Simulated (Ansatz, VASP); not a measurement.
## Al in VASP and in Ansatz

```
Al
1.0
     0.00000    2.02481    2.02481
     2.02481    0.00000    2.02481
     2.02481    2.02481    0.00000
Al
1
Direct
  0.00000 0.00000 0.00000
```

Alike in both runs: task relaxation of cell and atoms; functional PBEsol; k mesh 18 × 18 × 18; occupations gaussian, width 0.1 eV; no spin polarisation.

```csv
,VASP,Ansatz
version,VASP 6.6.1,Ansatz 0.2.0
potentials or method,"VASP PAW PBE potentials, release 64 (Al)","scalar-relativistic, plane waves, PAW"
plane-wave cutoff (eV),600,420
valence electrons in the cell,3,3
```

```tsv
	VASP	Ansatz	Ansatz less VASP
gap on the k mesh at the Fermi level, each at its own relaxed structure (eV)	none	none	-
relaxed volume (Å³/atom)	16.19	16.19	-0.006
relaxed cell length with the largest relative difference (Å)	2.840	2.839	-0.0003
energy change over the relaxation (meV/atom)	-2	-3	-0.1
```

A gap of «none» marks a metal or a gap that the smearing closes.

Caveats: the PAW data sets were made with another functional, which shifts forces and pressure a little (VASP).
